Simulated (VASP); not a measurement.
Write the native input for VASP 6.6.1 that does the following.

- Task: relaxation of the atoms
- Functional: RPBE
- Dispersion: D3
- Potentials or basis: VASP PAW PBE potentials, release 64 (Co, Al)
- Cutoff: 520 eV
- k mesh: 7 × 7 × 1
- Occupations: fermi-dirac, width 0.05 eV
- Spin: collinear spin, ferromagnetic start
- Starting moments: [2.0, 2.0, 2.0, 2.0, 0.0, 0.0, 0.0, 0.0] μB
- Dipole correction: yes
- Atoms held fixed (from 0): [0, 4, 1, 5]
- Further INCAR settings: ALGO = Normal; EDIFF = 1e-06; IBRION = 2; EDIFFG = -0.01; NSW = 40

The structure of AlCo lies in POSCAR:

```
AlCo
1.0
    2.8194032100      0.0000000000      0.0000000000
    0.0000000000      2.8194032100      0.0000000000
    0.0000000000      0.0000000000     24.8679112350
Co Al
4 4
Selective dynamics
Direct
    0.5000000000      0.5000000000      0.3015934844  F F F
    0.5000000000      0.5000000000      0.4149686362  F F F
    0.5000000000      0.5000000000      0.5283437879  T T T
    0.5000000000      0.5000000000      0.6417189397  T T T
    0.0000000000      0.0000000000      0.3582810603  F F F
    0.0000000000      0.0000000000      0.4716562121  F F F
    0.0000000000      0.0000000000      0.5850313638  T T T
    0.0000000000      0.0000000000      0.6984065156  T T T
```

These files were run (other wordings do the same):

INCAR

```
SYSTEM = AlCo
PREC = Accurate
ENCUT = 520
EDIFF = 1E-6
ISMEAR = -1
SIGMA = 0.05
LREAL = .FALSE.
LASPH = .TRUE.
NELM = 150
ALGO = Normal
ISIF = 2
LWAVE = .FALSE.
LCHARG = .FALSE.
ISPIN = 2
MAGMOM = 2 2 2 2 0 0 0 0
LORBIT = 11
LMAXMIX = 4
LDIPOL = .TRUE.
IDIPOL = 3
DIPOL = 0.5 0.5 0.500
GGA = RP
IVDW = 11
IBRION = 2
NSW = 40
EDIFFG = -0.01
```

KPOINTS

```
regular mesh
0
G
  7 7 1
  0 0 0
```

Potentials or basis: VASP PAW PBE potentials, release 64 (Co, Al).

The run is started by

```sh
$ cat potpaw_PBE.64/Co/POTCAR potpaw_PBE.64/Al/POTCAR > POTCAR
$ mpirun -np 1 vasp_std > vasp.out
```

It gave:

| Property | Result |
| --- | --- |
| Energy gained by relaxing | 3.5 meV/atom |
| Ionic steps | 13 |
| Band gap on the k mesh | none (metal or under the smearing width) |
| Net moment | 2.14 μB per cell |
| Site moments | Co +1.37, +0.10, +0.13, +0.47; Al -0.02, -0.00, -0.01, +0.02 μB |
| Valence electrons inside the program's atomic spheres | Co 8.08, 8.51, 8.47; Al 0.85, 0.84, 0.83, 0.80 |
| Dispersion energy per atom | -0.356 eV |

It took 41 min on 1 thread of Intel(R) Xeon(R) Platinum 8375C CPU @ 2.90GHz (Ice Lake), on a shared host, peak memory 0.48 GiB.
